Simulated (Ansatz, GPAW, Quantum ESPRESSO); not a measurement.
**Ga: programs and potentials compared**

```
CELL_PARAMETERS angstrom
1.38300 -4.02650 0.00000
1.38300 4.02650 0.00000
-0.11745 0.00000 3.32993
ATOMIC_POSITIONS crystal
Ga 0.13100 0.86900 0.75000
Ga 0.86900 0.13100 0.25000
```

This isn't the form of Ga at room conditions, which is orthorhombic.

Alike in all runs: task band structure; functional PBEsol; k mesh 10 × 10 × 8; occupations fermi-dirac, width 0.05 eV; no spin polarisation; no spin-orbit coupling. Pressure is positive in compression and, in plane waves, holds the error of the finite cutoff, which Ansatz's Pulay term estimates and takes out.

```csv
program and potentials,plane-wave cutoff (eV),notes,pressure (GPa),largest force (eV/Å)
"Quantum ESPRESSO, PseudoDojo 0.4.1 SR PBEsol standard",1088,13 valence electrons an atom on average,-1.90,0.196
"Quantum ESPRESSO, GBRV 1.5 PBEsol",762,19 valence electrons an atom on average,-1.95,0.195
"Ansatz, PAW datasets made for the crystal",240,13 valence electrons an atom on average,?,?
"Ansatz, all-electron LAPW, scalar-relativistic",-,-,-1.93,0.196
"GPAW, PAW data sets generated for this functional",600,3 valence electrons an atom on average,-1.47,0.212
```

Task: Estimate from the other rows what the run with Ansatz, PAW datasets made for the crystal gave.

Result: Pressure -1.94 GPa; largest force 0.196 eV/Å. The other rows, which needn't bracket it: pressure -1.95 to -1.47; largest force 0.195 to 0.212.
